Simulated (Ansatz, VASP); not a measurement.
## Au: VASP beside Ansatz

INCAR

```
SYSTEM = Au
PREC = Accurate
ENCUT = 520
EDIFF = 1E-6
ISMEAR = 0
SIGMA = 0.15
LREAL = .False.
LASPH = .True.
NELM = 80
ALGO = Fast
ISIF = 2
LWAVE = .False.
LCHARG = .True.
GGA = PS
LELF = .True.
LVHAR = .True.
NBANDS = 12
```

Contents of KPOINTS:

```
regular mesh
0
Gamma
  20 20 20
  0 0 0
```

POSCAR

```
Au
1.0
   -1.7898505200      1.7898505200      1.5909782400
    1.7898505200     -1.7898505200      1.5909782400
    1.7898505200      1.7898505200     -1.5909782400
Au
1
Direct
    0.0000000000      0.0000000000      0.0000000000
```

Input for Ansatz:

```yaml
crystal:
  lattice:
    - [-1.78985052, 1.78985052, 1.59097824]
    - [1.78985052, -1.78985052, 1.59097824]
    - [1.78985052, 1.78985052, -1.59097824]
  atoms:
    - { symbol: Au, position: [0.0, 0.0, 0.0] }
basis:
  ecutwfc: 420
kpoints:
  mp_grid: { grid: [20, 20, 20] }
hamiltonian:
  xc: pbesol
scf:
  occupations: { method: gaussian, width: 0.15 }
output:
  forces: true
  stress: true
  eigenvalues: true
```

Change from the starting cell: strain +0.080 along x and y, -0.040 along z, atoms carried along.

Alike in both runs: task single point; functional PBEsol; k mesh 20 × 20 × 20; occupations gaussian, width 0.15 eV; no spin polarisation.

|  | VASP | Ansatz |
| --- | --- | --- |
| version | VASP 6.6.1 | Ansatz 0.2.0 |
| potentials or method | VASP PAW PBE potentials, release 64 (Au) | scalar-relativistic, plane waves, PAW |
| plane-wave cutoff (eV) | 520 | 420 |
| valence electrons in the cell | 11 | 19 |

|  | VASP | Ansatz | Ansatz less VASP |
| --- | --- | --- | --- |
| gap on the k mesh at the Fermi level (eV) | none | none | - |
| pressure (GPa) | -18.1 | -18.0 | +0.04 |
| largest component of the traceless stress (GPa) | 0.97 | 0.97 | -0.003 |

A gap of «none» marks a metal or a gap that the smearing closes. The functional is the same, so the differences come from potentials, cutoffs and numerics. The two sets of potentials don't hold the same shells in valence.

Caveats: so large a pressure means that the cell lies far from this level's equilibrium, or that cutoff or potentials fall short (VASP); the potentials were made for another functional, which shifts forces and pressure (VASP). Spin-orbit coupling is left out, which matters for the levels of Au.
